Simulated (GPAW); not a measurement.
Here is a GPAW 26.7.0 calculation.

Contents of run.py:

```python
import numpy as np
import spglib
from ase import Atoms
from ase.dft.bandgap import bandgap
from ase.io import read, write
from gpaw import GPAW, PW
from gpaw.spinorbit import soc_eigenstates

atoms = read('CdTe.cif')
cell, positions, numbers = spglib.find_primitive(
    (atoms.cell[:], atoms.get_scaled_positions(), atoms.numbers), symprec=1e-4)
atoms = Atoms(numbers, cell=cell, scaled_positions=positions, pbc=True)

calc = GPAW(mode=PW(600),
            xc={'name': 'vdW-DF-cx', 'backend': 'libvdwxc'},
            kpts={'size': (6, 6, 6), 'gamma': True},
            occupations={'name': 'fermi-dirac', 'width': 0.05},
            nbands=18,
            convergence={'density': 1e-05, 'energy': 1e-05},
            maxiter=150,
            txt='gpaw.txt')
atoms.calc = calc
energy = atoms.get_potential_energy()
forces = atoms.get_forces()
calc.write('gs.gpw')
write('result.traj', atoms)
print(f'Energy: {energy:.6f} eV')
print('Forces (eV/A):')
print(forces.round(4))
print('Fermi level:', round(calc.get_fermi_level(), 4), 'eV')
print(f'Gap: {bandgap(calc)[0]:.4f} eV, direct: {bandgap(calc, direct=True)[0]:.4f} eV')

path = atoms.cell.bandpath('GXWKGLUWLK,UX', npoints=60, eps=1e-4)
bs_calc = calc.fixed_density(kpts=path, symmetry='off', nbands=31,
                             convergence={'bands': 'CBM+6.0', 'eigenstates': 1e-6}, txt='bands.txt')
bs = bs_calc.band_structure()
bs.write('bs.json')
print(f'Gap on the path: {bandgap(bs_calc)[0]:.4f} eV')

soc = soc_eigenstates(bs_calc, theta=90, phi=45)
np.savetxt('soc_bands.dat', soc.eigenvalues(), fmt='%.4f')
mesh = soc_eigenstates('gs.gpw', theta=90, phi=45)
np.savetxt('soc_mesh.dat', mesh.eigenvalues(), fmt='%.4f')
print('Fermi level with spin-orbit coupling:', round(mesh.fermi_level, 4), 'eV')
```

The input CdTe.cif:

```cif
data_CdTe
_cell_length_a 6.41000000
_cell_length_b 6.41000000
_cell_length_c 6.41000000
_cell_angle_alpha 90.00000000
_cell_angle_beta 90.00000000
_cell_angle_gamma 90.00000000
_space_group_name_H-M_alt 'F-43m'
_space_group_name_Hall 'F -4 2 3'
_space_group_IT_number 216
loop_
_space_group_symop_operation_xyz
'x,y,z'
'y,-x,-z'
'-x,-y,z'
'-y,x,-z'
'x,-y,-z'
'y,x,z'
'-x,y,-z'
'-y,-x,z'
'z,x,y'
'-z,y,-x'
'z,-x,-y'
'-z,-y,x'
'-z,x,-y'
'z,y,x'
'-z,-x,y'
'z,-y,-x'
'y,z,x'
'-x,-z,y'
'-y,z,-x'
'x,-z,-y'
'-y,-z,x'
'x,z,y'
'y,-z,-x'
'-x,z,-y'
'x,y+1/2,z+1/2'
'y,-x+1/2,-z+1/2'
'-x,-y+1/2,z+1/2'
'-y,x+1/2,-z+1/2'
'x,-y+1/2,-z+1/2'
'y,x+1/2,z+1/2'
'-x,y+1/2,-z+1/2'
'-y,-x+1/2,z+1/2'
'z,x+1/2,y+1/2'
'-z,y+1/2,-x+1/2'
'z,-x+1/2,-y+1/2'
'-z,-y+1/2,x+1/2'
'-z,x+1/2,-y+1/2'
'z,y+1/2,x+1/2'
'-z,-x+1/2,y+1/2'
'z,-y+1/2,-x+1/2'
'y,z+1/2,x+1/2'
'-x,-z+1/2,y+1/2'
'-y,z+1/2,-x+1/2'
'x,-z+1/2,-y+1/2'
'-y,-z+1/2,x+1/2'
'x,z+1/2,y+1/2'
'y,-z+1/2,-x+1/2'
'-x,z+1/2,-y+1/2'
'x+1/2,y,z+1/2'
'y+1/2,-x,-z+1/2'
'-x+1/2,-y,z+1/2'
'-y+1/2,x,-z+1/2'
'x+1/2,-y,-z+1/2'
'y+1/2,x,z+1/2'
'-x+1/2,y,-z+1/2'
'-y+1/2,-x,z+1/2'
'z+1/2,x,y+1/2'
'-z+1/2,y,-x+1/2'
'z+1/2,-x,-y+1/2'
'-z+1/2,-y,x+1/2'
'-z+1/2,x,-y+1/2'
'z+1/2,y,x+1/2'
'-z+1/2,-x,y+1/2'
'z+1/2,-y,-x+1/2'
'y+1/2,z,x+1/2'
'-x+1/2,-z,y+1/2'
'-y+1/2,z,-x+1/2'
'x+1/2,-z,-y+1/2'
'-y+1/2,-z,x+1/2'
'x+1/2,z,y+1/2'
'y+1/2,-z,-x+1/2'
'-x+1/2,z,-y+1/2'
'x+1/2,y+1/2,z'
'y+1/2,-x+1/2,-z'
'-x+1/2,-y+1/2,z'
'-y+1/2,x+1/2,-z'
'x+1/2,-y+1/2,-z'
'y+1/2,x+1/2,z'
'-x+1/2,y+1/2,-z'
'-y+1/2,-x+1/2,z'
'z+1/2,x+1/2,y'
'-z+1/2,y+1/2,-x'
'z+1/2,-x+1/2,-y'
'-z+1/2,-y+1/2,x'
'-z+1/2,x+1/2,-y'
'z+1/2,y+1/2,x'
'-z+1/2,-x+1/2,y'
'z+1/2,-y+1/2,-x'
'y+1/2,z+1/2,x'
'-x+1/2,-z+1/2,y'
'-y+1/2,z+1/2,-x'
'x+1/2,-z+1/2,-y'
'-y+1/2,-z+1/2,x'
'x+1/2,z+1/2,y'
'y+1/2,-z+1/2,-x'
'-x+1/2,z+1/2,-y'
loop_
_atom_site_label
_atom_site_type_symbol
_atom_site_symmetry_multiplicity
_atom_site_Wyckoff_symbol
_atom_site_fract_x
_atom_site_fract_y
_atom_site_fract_z
_atom_site_occupancy
Te1 Te 4 c 0.2500000000 0.2500000000 0.2500000000 1
Cd1 Cd 4 a 0.0000000000 0.0000000000 0.0000000000 1
```

Potentials or basis: GPAW PAW data sets (gpaw-data 1.2.1), pw.

The run is started by

```sh
$ OMP_NUM_THREADS=1 python run.py
```

Task: Predict the band gap on the k mesh.

Result: 0.51 eV, direct.

Task: Predict the band gap along the path.

Result: 0.52 eV, direct.

Levels at the corners of the path, in eV from the valence-band top:
```tsv
point	band 16	band 17	band 18	band 19	band 20	band 21
Γ	0.00	0.00	0.00	0.52	0.52	3.98
X	-2.51	-2.13	-2.13	2.13	2.13	2.32
W	-2.63	-2.62	-2.60	3.77	4.23	4.27
K	-2.93	-1.97	-1.93	2.49	2.51	4.09
Γ	0.00	0.00	0.00	0.52	0.52	3.98
L	-1.45	-0.86	-0.86	1.50	1.50	4.74
U	-2.93	-1.97	-1.93	2.49	2.51	4.09
W	-2.63	-2.62	-2.60	3.77	4.23	4.27
L	-1.45	-0.86	-0.86	1.50	1.50	4.74
K	-2.93	-1.97	-1.93	2.49	2.51	4.09
U	-2.93	-1.97	-1.93	2.49	2.51	4.09
X	-2.51	-2.13	-2.13	2.13	2.13	2.32
```

Caveat: spin-orbit coupling was added after a scalar SCF, so levels and gaps hold it while energy, forces, pressure and moments don't; this program's spin-orbit splittings come out too wide for heavy elements; the PAW data sets were made with another functional, which shifts forces and pressure a little.

**The experiment to reproduce.**

A printed reference work, data compilation reports, for a bulk crystal of CdTe at 0 K: band gap 1.607 eV.

A measured gap of CdTe is 1.607 eV (0 K; a printed reference work, data compilation); the calculated 0.52 eV misses it by -1.09 eV. So large a miss can be the level of theory's own, or it may mean another phase, state or a wrong row. The value is that of vdW-DF-cx, without temperature or zero-point motion.
